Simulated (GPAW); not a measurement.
# Si: energy against volume and a worked fit

```
CELL_PARAMETERS angstrom
0.00000 2.72185 2.72185
2.72185 0.00000 2.72185
2.72185 2.72185 0.00000
ATOMIC_POSITIONS crystal
Si 0.50000 0.50000 0.50000
Si 0.75000 0.75000 0.75000
```

The cell was scaled at fixed shape and fractions and run with GPAW, PAW data sets generated for this functional, cutoff 600 eV; PW91+D4, k mesh 8 × 8 × 8 on the cell of 2 atoms, fermi-dirac occupations of 0.05 eV, no spin polarisation, no spin-orbit coupling. Energies are those that the program minimises, any entropy of the smearing included.

| V (Å³/atom) | energy over the lowest row (meV/atom) |
| --- | --- |
| 18.9549 | 18.347 |
| 19.3582 | 6.749 |
| 19.7615 | 0.830 |
| 20.1648 | 0.000 |
| 20.5681 | 3.730 |
| 20.9714 | ? |
| 21.3746 | 22.850 |

Fit the third-order Birch-Murnaghan form, give V0, B0 and B′, and predict the energy left open.

With y = (V0/V)^(2/3), E = E0 + (9 V0 B0/16) [(y - 1)³ B′ + (y - 1)² (6 - 4y)]. Least squares through the rows shown give V0 = 20.0311 Å³/atom, E0 = -0.246 meV, B0 = 92.85 GPa (1 eV/Å³ = 160.218 GPa) and B′ = 4.66, with a largest miss of 0.009 meV. At V = 20.9714 the form with these constants gives 11.484 meV; the run gave 11.511 meV an atom. Measured volume: 20.02 Å³/atom at 293.15 K (arxiv:1010.2317), so the fit lies +0.1 % from it. The runs are for a static lattice.

The energy curve describes a stiff covalent solid with its minimum at 20.0311 Å³/atom. Changing the volume at fixed shape stretches or compresses every sp³ bond directly, with no softer bond-bending route to take up the strain. The positive B′ of 4.66 reflects the anharmonicity of these bonds: overlap repulsion rises steeply on compression, while bonding weakens on expansion.

The energy left open is predicted closely, 11.484 against 11.511 meV. That miss still exceeds the largest one within the fit, as can be expected when few rows remain to test four adjustable constants. It supports interpolation within the sampled range, but not extrapolation to strong compression.

The close match in volume is weaker evidence for the description of the bonding. Gradient-corrected functionals usually make silicon slightly too large and too soft, so the dispersion term probably offsets part of that expansion. The bulk modulus of 92.85 GPa remains somewhat below the well-established experimental value, which suggests that the curvature is less well reproduced than the position of the minimum.
